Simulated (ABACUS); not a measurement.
Crystal: Ru.

```
Ru
1.0
     2.70580    0.00000    0.00000
    -1.35290    2.34329    0.00000
     0.00000    0.00000    4.28190
Ru
2
Direct
  0.66667 0.33333 0.75000
  0.33333 0.66667 0.25000
```

| Quantity | Value |
| --- | --- |
| Program | ABACUS 3.10.1 |
| Task | single point |
| Functional | PBEsol |
| Potentials or basis | PseudoDojo NC SR 0.4.1 PBEsol standard |
| Cutoff | 1143 eV |
| Density cutoff | 4572 eV |
| Basis | plane waves |
| k mesh | 11 × 11 × 6 |
| Occupations | fermi-dirac, width 0.05 eV |
| Spin | no spin polarisation |

On this cell: pressure -5.7 GPa; largest force under 0.003 eV/Å; band gap on the k mesh none (metal or under the smearing width).

The same run follows on a disturbed copy (atoms moved at random, drawn with an rms of 0.05 Å):

```
Ru
1.0
     2.70580    0.00000    0.00000
    -1.35290    2.34329    0.00000
     0.00000    0.00000    4.28190
Ru
2
Cartesian
  1.3541 0.8057 3.1908
  -0.0504 1.5944 1.0434
```

What does the disturbed cell give?

The energy (extrapolated to zero smearing) moves by +4.7 meV/atom; pressure -5.6 GPa; largest force 0.347 eV/Å; band gap on the k mesh none (metal or under the smearing width).

Forces in eV/Å, atoms in the order of the input:
```
Ru  -0.336  0.050 -0.070
Ru   0.336 -0.050  0.070
```

Stress tensor (GPa, compression positive):
```
-5.73  0.96  0.05
 0.96 -5.37 -0.01
 0.05 -0.01 -5.65
```
